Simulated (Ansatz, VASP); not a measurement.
Tl in VASP and in Ansatz

The input INCAR:

```
SYSTEM = Tl
PREC = Accurate
ENCUT = 600
EDIFF = 1E-6
ISMEAR = 0
SIGMA = 0.1
LREAL = .False.
LASPH = .True.
NELM = 100
ALGO = Normal
ISIF = 3
LWAVE = .False.
LCHARG = .False.
GGA = PE
IBRION = 2
NSW = 90
EDIFFG = -0.04
```

KPOINTS

```
Automatic mesh
0
Gamma
  6 6 4
  0 0 0
```

Contents of POSCAR:

```
Tl
1.0
    4.7641073369      0.0000000000      0.0000000000
   -2.3820536684      4.1258379801      0.0000000000
    0.0000000000      0.0000000000      5.6600002621
Tl
3
Direct
    0.0000000000      0.5937600000      0.5000000000
    0.4062400000      0.4062400000      0.5000000000
    0.5937600000      0.0000000000      0.5000000000
```

Input for Ansatz:

```yaml
crystal:
  lattice:
    - [4.7641073369, 0.0, 0.0]
    - [-2.3820536684, 4.1258379801, 0.0]
    - [0.0, 0.0, 5.6600002621]
  atoms:
    - { symbol: Tl, position: [0.0, 0.59376, 0.5] }
    - { symbol: Tl, position: [0.40624, 0.40624, 0.5] }
    - { symbol: Tl, position: [0.59376, 0.0, 0.5] }
basis:
  ecutwfc: 420
kpoints:
  mp_grid: { grid: [6, 6, 4] }
hamiltonian:
  xc: pbe
scf:
  occupations: { method: gaussian, width: 0.1 }
  lower_state_search: "off"
output:
  forces: true
  stress: true
  eigenvalues: true
relax:
  adjacent_minimum: "off"
  f_tol: 0.04
  max_steps: 70
  cell: { stress_tol: 0.4 }
```

Alike in both runs: task relaxation of cell and atoms; functional PBE; k mesh 6 × 6 × 4; occupations gaussian, width 0.1 eV; no spin polarisation.

|  | VASP | Ansatz |
| --- | --- | --- |
| version | VASP 6.6.1 | Ansatz 0.2.0 |
| potentials or method | VASP PAW PBE potentials, release 64 (Tl_d) | scalar-relativistic, plane waves, PAW |
| plane-wave cutoff (eV) | 600 | 420 |
| valence electrons in the cell | 39 | 39 |

|  | VASP | Ansatz | Ansatz less VASP |
| --- | --- | --- | --- |
| gap on the k mesh at the Fermi level, each at its own relaxed structure (eV) | none | none | - |
| relaxed volume (Å³/atom) | 32.97 | 32.73 | -0.242 |
| relaxed cell length with the largest relative difference (Å) | 5.993 | 5.963 | -0.0298 |
| energy change over the relaxation (meV/atom) | -2351 | -2354 | -2.5 |

A gap of «none» marks a metal or a gap that the smearing closes.

Spin-orbit coupling is left out, which matters for the levels of Tl.
